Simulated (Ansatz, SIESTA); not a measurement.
TiAl3: 3 runs at one level of theory

```
Ti Al
1.0
    -1.91111    1.91111    4.28067
     1.91111   -1.91111    4.28067
     1.91111    1.91111   -4.28067
Ti Al
1 3
Direct
  0.99038 0.00038 0.99521
  0.25664 0.75347 0.51882
  0.74604 0.24268 0.49693
  0.50286 0.48753 0.00014
```

The cell comes from a database or a generator and needn't be the stable form of this composition.

Atoms were shifted at random by some hundredths of an Å from the given cell, which wasn't relaxed again for these runs.

Alike in all runs: task single point; functional PBEsol; k mesh 10 × 10 × 10; occupations fermi-dirac, width 0.05 eV; no spin polarisation; no spin-orbit coupling. Pressure is positive in compression and, in plane waves, holds the error of the finite cutoff, which Ansatz's Pulay term estimates and takes out.

```json
{"program and potentials": "Ansatz, Ansatz PAW", "plane-wave cutoff (eV)": "420", "notes": "potentials made for PBE, which Ansatz adapts in part; Pulay term of +0.05 GPa included", "band gap (eV)": "no gap", "pressure (GPa)": "-0.28", "largest force (eV/Å)": "0.616", "energy over the undisturbed cell (meV/atom)": "8.21"}
{"program and potentials": "SIESTA, files PseudoDojo sr-pbesol-0.4.1-standard, DZP (energy shift 0.003 Ry; two zetas on semicore shells)", "plane-wave cutoff (eV)": "-", "notes": "atomic basis", "band gap (eV)": "no gap", "pressure (GPa)": "0.14", "largest force (eV/Å)": "0.651", "energy over the undisturbed cell (meV/atom)": "8.70"}
{"program and potentials": "Ansatz, all-electron LAPW, scalar-relativistic", "plane-wave cutoff (eV)": "-", "notes": "-", "band gap (eV)": "no gap", "pressure (GPa)": "-0.32", "largest force (eV/Å)": "0.616", "energy over the undisturbed cell (meV/atom)": "-"}
```

Force on atom 1 (Ti), eV/Å:

| program and potentials | x | y | z |
| --- | --- | --- | --- |
| Ansatz, Ansatz PAW | -0.250 | 0.550 | -0.121 |
| SIESTA, files PseudoDojo sr-pbesol-0.4.1-standard, DZP (energy shift 0.003 Ry; two zetas on semicore shells) | -0.263 | 0.581 | -0.131 |
| Ansatz, all-electron LAPW, scalar-relativistic | -0.250 | 0.549 | -0.121 |

None finds a gap. The pressure spans -0.32 (Ansatz, all-electron LAPW, scalar-relativistic) to 0.14 GPa (SIESTA, files PseudoDojo sr-pbesol-0.4.1-standard, DZP (energy shift 0.003 Ry; two zetas on semicore shells)), with all-electron results at -0.32. Rows in atomic bases carry the error of their basis and grid, which can be large.

The functional is the same throughout but for its coding, so the spread measures potentials, basis and numerics; runs on potential files found faulty are left out.
